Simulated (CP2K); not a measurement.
Runs of CP2K 2026.2 on Te2Pt (Moncheite). Symmetry: P-3m1, No. 164, trigonal system. The conventional cell has a = 4.010 Å, b = 4.010 Å, c = 5.201 Å, α = 90.00°, β = 90.00°, γ = 120.00°. Around Pt (site symmetry -3m) lie 6 Te at 2.66 Å. Te (site symmetry 3m) has 3 Pt at 2.66 Å as nearest neighbours. 

| level | potentials or basis | smearing | EPS_DEFAULT | points a segment of the path (NPOINTS) | bands added on the path | CUTOFF of the grids | gap on the mesh (eV) | pressure (GPa) | largest force (eV/Å) |
| --- | --- | --- | --- | --- | --- | --- | --- | --- | --- |
| TB-mBJ | POTENTIAL_UZH Pt GTH-PBE-q18, Te GTH-PBE-q6; TZVP-MOLOPT-PBE-GTH basis | fermi-dirac 0.0259 eV | 1.0E-10 | 6 | 6 | 675 Ry | none | - | - |
| PBEsol | POTENTIAL_UZH Pt GTH-PBE-q18, Te GTH-PBE-q6; TZVP-MOLOPT-PBE-GTH basis | fermi-dirac 0.01 eV | 1.0E-9 | 10 | 2 | 450 Ry | none | 7.8 | 1.12 |
| LDA | GTH_POTENTIALS Pt GTH-PADE-q18, Te GTH-PADE-q6; TZVP-MOLOPT-PBE-GTH basis | fermi-dirac 0.0259 eV | 1.0E-9 | 8 | 6 | 450 Ry | none | -0.1 | (a) |
| r2SCAN | POTENTIAL_UZH Pt GTH-SCAN-q18, Te GTH-SCAN-q6; TZVP-MOLOPT-SCAN-GTH basis | fermi-dirac 0.0259 eV | 1.0E-10 | 6 | 6 | 675 Ry | none | 9.0 | (b) |

Alike in all rows: task band structure; no spin polarisation; cell as given; k mesh 8 × 8 × 5.

Fill in the values left out.

(a) 1.01; (b) 1.13.

Caveats: spin-orbit coupling is left out, which moves the levels of the heavy elements; the basis of atomic orbitals isn't converged, which shifts pressures, moduli and gaps; the potentials were made for another functional, which shifts forces and pressure (some runs); forces of over 1 eV/Å show positions far from the minimum, so gaps and moduli don't describe the material at rest (some runs); this is a model potential without an energy functional, so only levels have meaning (some runs).

A k mesh can miss the band edges, and the runs leave out spin-orbit coupling on Pt, Te.

A gap of «none» marks a metal or a gap under the smearing width.
